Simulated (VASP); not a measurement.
Wanted: the native input for a VASP 6.6.1 run.

```yaml
Task: single point
Functional: PBEsol
Potentials_or_basis: VASP PAW PBE potentials, release 64 (Ga_d, P)
Cutoff: 520 eV
k_mesh: 7 × 7 × 7
Occupations: fermi-dirac, width 0.02 eV
Spin: no spin polarisation
Further_INCAR_settings: ALGO = Fast; EDIFF = 1e-06
```

The structure of GaP lies in POSCAR:

```
GaP
1.0
    0.0000000000      2.7252500000      2.7252500000
    2.7252500000      0.0000000000      2.7252500000
    2.7252500000      2.7252500000      0.0000000000
Ga P
1 1
Direct
    0.0000000000      0.0000000000      0.0000000000
    0.2500000000      0.2500000000      0.2500000000
```

The input as run:

INCAR

```
ALGO = Fast
EDIFF = 1E-6
ENCUT = 520
GGA = PS
ISIF = 2
ISMEAR = -1
KPAR = 4
LASPH = True
LCHARG = False
LREAL = False
LWAVE = False
NELM = 80
PREC = Accurate
SIGMA = 0.02
```

KPOINTS

```
k-points
0
Gamma
  7 7 7
```

Potentials or basis: VASP PAW PBE potentials, release 64 (Ga_d, P).

The run is started by

```bash
$ cat potpaw_PBE.64/Ga_d/POTCAR potpaw_PBE.64/P/POTCAR > POTCAR
$ mpirun -np 4 vasp_std > vasp.out
```

It gave:

- Pressure: -0.7 GPa
- Band gap on the k mesh: 1.46 eV, indirect (least direct gap 1.75 eV)

Caveat: the PAW data sets were made with another functional, which shifts forces and pressure a little; an odd mesh through Γ misses points on the zone boundary, where band edges often lie.

Run time: 7.5 s on 4 MPI ranks on AMD EPYC 7R13 Processor (Zen 3), on a shared host, peak memory 0.13 GiB a rank.
